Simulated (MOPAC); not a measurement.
# CuCl at PM7: moving one setting at a time

Which settings matter? One reference run, then one change at a time; some changes are unwise on purpose.

Computed with MOPAC 23.2.5 (PM7, atoms fixed, no spin polarisation, unless a step's input says otherwise).

**1. The system as given**

It takes space group F-43m (No. 216, cubic). Conventional cell: a = 5.358 Å, b = 5.358 Å, c = 5.358 Å, α = 90.00°, β = 90.00°, γ = 90.00°. Cu (site symmetry -43m) has 4 Cl at 2.32 Å as nearest neighbours. Around Cl (site symmetry -43m) lie 4 Cu at 2.32 Å.

Structure file:

```xyz
2
Lattice="0.0000 2.6788 2.6788 2.6788 0.0000 2.6788 2.6788 2.6788 0.0000" Properties=species:S:1:pos:R:3 pbc="T T T"
Cu    0.0000    0.0000    0.0000
Cl    1.3394    1.3394    1.3394
```

The structure type (zincblende) is imposed and need not be the compound's stable one.

**2. The reference run**

The gap of PM6 and PM7 is a difference of Hartree-Fock-like orbital energies, with no screening; it often comes out too large, and it hangs on the parameters.

Input file run.mop:

```
PM7 1SCF GRADIENTS AUX(PRECISION=6) THREADS=1
crystal as a cluster of 2x2x2 conventional cells

Cu 8.036269 1 0.000000 1 -8.036269 1
Cl 9.375647 1 1.339378 1 -6.696891 1
Cu 2.678756 1 0.000000 1 -8.036269 1
Cl 4.018134 1 1.339378 1 -6.696891 1
Cu 5.357512 1 2.678756 1 -8.036269 1
Cl 6.696891 1 4.018134 1 -6.696891 1
Cu 8.036269 1 5.357512 1 -8.036269 1
Cl 9.375647 1 6.696891 1 -6.696891 1
Cu 5.357512 1 0.000000 1 -5.357512 1
Cl 6.696891 1 1.339378 1 -4.018134 1
Cu 8.036269 1 2.678756 1 -5.357512 1
Cl 9.375647 1 4.018134 1 -4.018134 1
Cu 8.036269 1 0.000000 1 -2.678756 1
Cl 9.375647 1 1.339378 1 -1.339378 1
Cu 0.000000 1 2.678756 1 -8.036269 1
Cl 1.339378 1 4.018134 1 -6.696891 1
Cu 2.678756 1 5.357512 1 -8.036269 1
Cl 4.018134 1 6.696891 1 -6.696891 1
Cu 5.357512 1 8.036269 1 -8.036269 1
Cl 6.696891 1 9.375647 1 -6.696891 1
Cu 0.000000 1 0.000000 1 -5.357512 1
Cl 1.339378 1 1.339378 1 -4.018134 1
Cu 2.678756 1 2.678756 1 -5.357512 1
Cl 4.018134 1 4.018134 1 -4.018134 1
Cu 5.357512 1 5.357512 1 -5.357512 1
Cl 6.696891 1 6.696891 1 -4.018134 1
Cu 8.036269 1 8.036269 1 -5.357512 1
Cl 9.375647 1 9.375647 1 -4.018134 1
Cu 2.678756 1 0.000000 1 -2.678756 1
Cl 4.018134 1 1.339378 1 -1.339378 1
Cu 5.357512 1 2.678756 1 -2.678756 1
Cl 6.696891 1 4.018134 1 -1.339378 1
Cu 8.036269 1 5.357512 1 -2.678756 1
Cl 9.375647 1 6.696891 1 -1.339378 1
Cu 5.357512 1 0.000000 1 0.000000 1
Cl 6.696891 1 1.339378 1 -9.375647 1
Cu 8.036269 1 2.678756 1 0.000000 1
Cl 9.375647 1 4.018134 1 -9.375647 1
Cu 0.000000 1 8.036269 1 -8.036269 1
Cl 1.339378 1 9.375647 1 -6.696891 1
Cu 0.000000 1 5.357512 1 -5.357512 1
Cl 1.339378 1 6.696891 1 -4.018134 1
Cu 2.678756 1 8.036269 1 -5.357512 1
Cl 4.018134 1 9.375647 1 -4.018134 1
Cu 0.000000 1 2.678756 1 -2.678756 1
Cl 1.339378 1 4.018134 1 -1.339378 1
Cu 2.678756 1 5.357512 1 -2.678756 1
Cl 4.018134 1 6.696891 1 -1.339378 1
Cu 5.357512 1 8.036269 1 -2.678756 1
Cl 6.696891 1 9.375647 1 -1.339378 1
Cu 0.000000 1 0.000000 1 0.000000 1
Cl 1.339378 1 1.339378 1 -9.375647 1
Cu 2.678756 1 2.678756 1 0.000000 1
Cl 4.018134 1 4.018134 1 -9.375647 1
Cu 5.357512 1 5.357512 1 0.000000 1
Cl 6.696891 1 6.696891 1 -9.375647 1
Cu 8.036269 1 8.036269 1 0.000000 1
Cl 9.375647 1 9.375647 1 -9.375647 1
Cu 0.000000 1 8.036269 1 -2.678756 1
Cl 1.339378 1 9.375647 1 -1.339378 1
Cu 0.000000 1 5.357512 1 0.000000 1
Cl 1.339378 1 6.696891 1 -9.375647 1
Cu 2.678756 1 8.036269 1 0.000000 1
Cl 4.018134 1 9.375647 1 -9.375647 1
Tv 10.715025 1 0.000000 1 0.000000 1
Tv 0.000000 1 0.000000 1 -10.715025 1
Tv 0.000000 1 10.715025 1 0.000000 1
```

Launch:

```sh
$ mopac run.mop
```

The program printed, shortened:

```text
[...]
           Empirical Formula: Cu32 Cl32  =    64 atoms
[...]
     SCF FIELD WAS ACHIEVED
[...]
                                                       MOPAC v23.2.5 Linux
          FINAL HEAT OF FORMATION =        -34.50464 KCAL/MOL =    -144.36743 KJ/MOL
          H.o.F. per unit cell    =         -1.07827 KCAL, for 32 unit cells, unit cell = Cu1 Cl1
          GRADIENT NORM           =        111.19083          =       13.89885 PER ATOM
          IONIZATION POTENTIAL    =          8.498729 EV
          HOMO LUMO ENERGIES (EV) =         -8.499 -4.723
          NO. OF FILLED LEVELS    =        288
          MOLECULAR WEIGHT        =       3167.9680         POINT GROUP:  C3v
          VOLUME OF UNIT CELL     =       1230.211 CUBIC ANGSTROMS
          DENSITY                 =          4.276 GRAMS/CC
                              A   =         10.715 ANGSTROMS
                              B   =         10.715 ANGSTROMS
                              C   =         10.715 ANGSTROMS
[...]
                             CARTESIAN COORDINATES
   1   Cu        8.036269000     0.000000000    -8.036269000
   2   Cl        9.375647000     1.339378000    -6.696891000
   3   Cu        2.678756000     0.000000000    -8.036269000
   4   Cl        4.018134000     1.339378000    -6.696891000
   5   Cu        5.357512000     2.678756000    -8.036269000
   6   Cl        6.696891000     4.018134000    -6.696891000
   7   Cu        8.036269000     5.357512000    -8.036269000
   8   Cl        9.375647000     6.696891000    -6.696891000
   9   Cu        5.357512000     0.000000000    -5.357512000
  10   Cl        6.696891000     1.339378000    -4.018134000
  11   Cu        8.036269000     2.678756000    -5.357512000
  12   Cl        9.375647000     4.018134000    -4.018134000
  13   Cu        8.036269000     0.000000000    -2.678756000
[...]
              NET ATOMIC CHARGES AND DIPOLE CONTRIBUTIONS
  ATOM NO.   TYPE          CHARGE      No. of ELECS.   s-Pop       p-Pop       d-Pop
    1         Cu           0.562285       10.4377     0.38819     0.04958     9.99995
    2         Cl          -0.562294        7.5623     1.95472     5.60216     0.00541
    3         Cu           0.562285       10.4377     0.38819     0.04958     9.99995
    4         Cl          -0.562294        7.5623     1.95471     5.60217     0.00541
    5         Cu           0.562303       10.4377     0.38817     0.04958     9.99995
    6         Cl          -0.562295        7.5623     1.95471     5.60217     0.00541
    7         Cu           0.562303       10.4377     0.38817     0.04958     9.99995
    8         Cl          -0.562295        7.5623     1.95471     5.60217     0.00541
    9         Cu           0.562303       10.4377     0.38817     0.04958     9.99995
   10         Cl          -0.562294        7.5623     1.95471     5.60217     0.00541
   11         Cu           0.562303       10.4377     0.38817     0.04958     9.99995
   12         Cl          -0.562294        7.5623     1.95471     5.60217     0.00541
[...]
 * JOB ENDED NORMALLY *
[...]
```

Wall time 78 s (1 thread of Arm Neoverse V2, shared host); peak memory 0.1 GiB.

Gap 3.78 eV. The 64 atoms of the cluster fold only a few k-points onto the zone centre, so gap and energy may not be converged in the cluster's size.

**3. Change: method = PM6-D3H4**

Edit run.mop of step 2 so:

```diff
@@ -1,2 +1,2 @@
-PM7 1SCF GRADIENTS AUX(PRECISION=6) THREADS=1
+PM6-D3H4 1SCF GRADIENTS AUX(PRECISION=6) THREADS=1
 crystal as a cluster of 2x2x2 conventional cells
```

Launch:

```sh
$ mopac run.mop
```

The program printed, shortened:

```text
[...]
           Empirical Formula: Cu32 Cl32  =    64 atoms
[...]
     SCF FIELD WAS ACHIEVED
[...]
                                                       MOPAC v23.2.5 Linux
          FINAL HEAT OF FORMATION =       -924.85496 KCAL/MOL =   -3869.59316 KJ/MOL
          H.o.F. per unit cell    =        -28.90172 KCAL, for 32 unit cells, unit cell = Cu1 Cl1
          GRADIENT NORM           =        240.56258          =       30.07032 PER ATOM
          IONIZATION POTENTIAL    =          7.712419 EV
          HOMO LUMO ENERGIES (EV) =         -7.712 -4.761
          NO. OF FILLED LEVELS    =        288
          MOLECULAR WEIGHT        =       3167.9680         POINT GROUP:  C3v
          VOLUME OF UNIT CELL     =       1230.211 CUBIC ANGSTROMS
          DENSITY                 =          4.276 GRAMS/CC
                              A   =         10.715 ANGSTROMS
                              B   =         10.715 ANGSTROMS
                              C   =         10.715 ANGSTROMS
[...]
              NET ATOMIC CHARGES AND DIPOLE CONTRIBUTIONS
  ATOM NO.   TYPE          CHARGE      No. of ELECS.   s-Pop       p-Pop       d-Pop
    1         Cu           0.415590       10.5844     0.62553     0.00062     9.95826
    2         Cl          -0.415589        7.4156     1.98876     5.42162     0.00521
    3         Cu           0.415585       10.5844     0.62553     0.00062     9.95826
    4         Cl          -0.415575        7.4156     1.98876     5.42161     0.00521
    5         Cu           0.415575       10.5844     0.62557     0.00062     9.95823
    6         Cl          -0.415564        7.4156     1.98876     5.42160     0.00521
    7         Cu           0.415578       10.5844     0.62557     0.00062     9.95823
    8         Cl          -0.415580        7.4156     1.98876     5.42161     0.00521
    9         Cu           0.415576       10.5844     0.62557     0.00062     9.95823
   10         Cl          -0.415575        7.4156     1.98876     5.42161     0.00521
   11         Cu           0.415575       10.5844     0.62557     0.00062     9.95823
   12         Cl          -0.415574        7.4156     1.98876     5.42161     0.00521
[...]
 * JOB ENDED NORMALLY *
[...]
```

Run time: 18 s. Hardware: 1 thread of Arm Neoverse V2, shared host; peak memory 0.11 GiB.

Totals of another method or basis aren't compared here.

**4. Results**

| change | ends | gap (eV) | energy (meV/atom) | pressure (GPa) | time |
| --- | --- | --- | --- | --- | --- |
| none | converged | 3.78 | 0 | – | 78 s |
| method = PM6-D3H4 | converged | -0.83 | – | – | 18 s |

The first row holds values, the others changes from it. Keys are the program's: temperature in eV (tblite) or K (CP2K), cutoffs in Ry, CUTOFP in Å. The changed runs test settings; they are no properties of the crystal.
